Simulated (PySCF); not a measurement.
Compound: malononitrile, C₃H₂N₂.
Numbering: `[N:1]#[C:2][CH2:3][C:4]#[N:5]` (hydrogens: H6, H7 on C3)

Cartesian coordinates in Å at the GFN2-xTB level; atoms count from 1:
```xyz
7
C3H2N2 angstrom
N      0.023    2.224    0.914
C     -0.171    1.176    0.509
C     -0.421   -0.154   -0.005
C      0.787   -0.948    0.065
N      1.739   -1.575    0.118
H     -1.205   -0.632    0.592
H     -0.749   -0.085   -1.048
```

Method used: CAM-B3LYP/def2-SVPD in PySCF (dipole) on a GFN2-xTB geometry, gas phase.

Masses are those of the commonest isotopes; rigid-rotor values at the optimised geometry. 

Problem. Give the principal moments of inertia and the rotational constants in MHz.

Solution. Ia = 25.66, Ib = 161.48, Ic = 183.92 u·Å²; 505379 MHz·u·Å²/I gives A = 19698, B = 3130, C = 2748 MHz.

Problem. What kind of rotor is it?

Solution. A near-prolate asymmetric top. Ray's parameter κ = (2B − A − C)/(A − C) = -0.955; −1 is the prolate and +1 the oblate limit.

Problem. What does the inertial defect say?

Solution. Not planar: Δ = Ic − Ia − Ib = -3.22 u·Å². For a rigid frame Δ = −2 Σ m c², so Σ m c² = 1.61 u·Å² lies off the ab plane, practically all of it from hydrogen. The atom farthest from that plane is 0.89 Å away.

Problem. Where do the levels up to J = 3 lie, in K?

Solution. Above 0(0,0), as E/k:
J = 1: 1(0,1) 0.282, 1(1,1) 1.077, 1(1,0) 1.096
J = 2: 2(0,2) 0.846, 2(1,2) 1.623, 2(1,1) 1.678, 2(2,1) 4.063, 2(2,0) 4.064
J = 3: 3(0,3) 1.691, 3(1,3) 2.442, 3(1,2) 2.552, 3(2,2) 4.910, 3(2,1) 4.911, 3(3,1) 8.931, 3(3,0) 8.931
The levels of one J sum to (2J + 1)J(J + 1)(A + B + C)/3.

Problem. Predict some low-J microwave lines.

Solution. The dipole components are |μa| = 0.00 D, |μb| = 4.08 D, |μc| = 0.00 D; the symmetry axis of this C2v structure is b, so μa and μc vanish by symmetry and there are no a-type or c-type lines. Some lines, for components of 0.1 D or more:

```json
{"type": "b", "branch": "R", "J(Ka,Kc)": "3(0,3) ← 2(1,2)", "MHz": "1414", "lower level (cm⁻¹)": "1.128"}
{"type": "b", "branch": "Q", "J(Ka,Kc)": "1(1,0) ← 1(0,1)", "MHz": "16950", "lower level (cm⁻¹)": "0.196"}
{"type": "b", "branch": "Q", "J(Ka,Kc)": "2(1,1) ← 2(0,2)", "MHz": "17338", "lower level (cm⁻¹)": "0.588"}
{"type": "b", "branch": "Q", "J(Ka,Kc)": "3(1,2) ← 3(0,3)", "MHz": "17933", "lower level (cm⁻¹)": "1.175"}
{"type": "b", "branch": "R", "J(Ka,Kc)": "1(1,1) ← 0(0,0)", "MHz": "22446", "lower level (cm⁻¹)": "0.000"}
{"type": "b", "branch": "R", "J(Ka,Kc)": "2(1,2) ← 1(0,1)", "MHz": "27941", "lower level (cm⁻¹)": "0.196"}
{"type": "b", "branch": "R", "J(Ka,Kc)": "3(1,3) ← 2(0,2)", "MHz": "33249", "lower level (cm⁻¹)": "0.588"}
{"type": "b", "branch": "Q", "J(Ka,Kc)": "3(2,1) ← 3(1,2)", "MHz": "49168", "lower level (cm⁻¹)": "1.773"}
{"type": "b", "branch": "Q", "J(Ka,Kc)": "2(2,0) ← 2(1,1)", "MHz": "49711", "lower level (cm⁻¹)": "1.166"}
{"type": "b", "branch": "Q", "J(Ka,Kc)": "3(2,2) ← 3(1,3)", "MHz": "51426", "lower level (cm⁻¹)": "1.697"}
{"type": "b", "branch": "R", "J(Ka,Kc)": "2(2,1) ← 1(1,0)", "MHz": "61841", "lower level (cm⁻¹)": "0.761"}
{"type": "b", "branch": "R", "J(Ka,Kc)": "2(2,0) ← 1(1,1)", "MHz": "62229", "lower level (cm⁻¹)": "0.749"}
{"type": "b", "branch": "R", "J(Ka,Kc)": "3(2,2) ← 2(1,1)", "MHz": "67337", "lower level (cm⁻¹)": "1.166"}
{"type": "b", "branch": "R", "J(Ka,Kc)": "3(2,1) ← 2(1,2)", "MHz": "68515", "lower level (cm⁻¹)": "1.128"}
{"type": "b", "branch": "Q", "J(Ka,Kc)": "3(3,0) ← 3(2,1)", "MHz": "83767", "lower level (cm⁻¹)": "3.413"}
{"type": "b", "branch": "Q", "J(Ka,Kc)": "3(3,1) ← 3(2,2)", "MHz": "83799", "lower level (cm⁻¹)": "3.412"}
{"type": "b", "branch": "R", "J(Ka,Kc)": "3(3,1) ← 2(2,0)", "MHz": "101425", "lower level (cm⁻¹)": "2.824"}
{"type": "b", "branch": "R", "J(Ka,Kc)": "3(3,0) ← 2(2,1)", "MHz": "101432", "lower level (cm⁻¹)": "2.824"}
```

Problem. Estimate the classical rotational partition function at 10 K, 25 K and 100 K.

Solution. Point group C2v, symmetry number σ = 2; q = (√π/σ)·√((kT/h)³/(ABC)), k/h = 20836.6 MHz/K: 205 at 10 K, 810 at 25 K, 6480 at 100 K.

No frequency check. No vibrational averaging or centrifugal distortion is included, and the geometry carries the error of its method. Quadrupole hyperfine structure (14N) is left out.
